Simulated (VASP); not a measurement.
Crystal: ZnS.

```
Zn S
1.0
     0.00000    2.68033    2.68033
     2.68033    0.00000    2.68033
     2.68033    2.68033    0.00000
Zn S
1 1
Direct
  0.25000 0.25000 0.25000
  0.00000 0.00000 0.00000
```

| Quantity | Value |
| --- | --- |
| Program | VASP 6.6.1 |
| Task | relaxation of cell and atoms |
| Functional | HSE06 |
| Potentials or basis | VASP PAW PBE potentials, release 64 (Zn, S) |
| Cutoff | 520 eV |
| k mesh | 6 × 6 × 6 |
| Occupations | gaussian, width 0.03 eV |
| Spin | no spin polarisation |

At the start: pressure 2.9 GPa; volume 19.26 Å³/atom.

**Question.** Where does the relaxation end?

**Answer.** Over 3 steps the energy falls by 6.3 meV/atom and the volume is 19.97 Å³/atom (+3.7 %); space group F-43m (No. 216, to 0.05 Å).

Step by step:
```
step  energy change (eV)  largest force (eV/Å)  pressure (GPa)  volume (Å³)
   1              0.0000                0.0000            2.90        38.51
   2             -0.0110                0.0000           -1.02        40.49
   3             -0.0127                0.0000            0.03        39.94
```

Final structure:
```xyz
2
Lattice="0.0000 2.7131 2.7131 2.7131 0.0000 2.7131 2.7131 2.7131 0.0000" Properties=species:S:1:pos:R:3 pbc="T T T"
Zn    1.3565    1.3565    1.3565
S     0.0000    0.0000    0.0000
```

Caveat: the PAW data sets were made with another functional, which shifts forces and pressure a little.
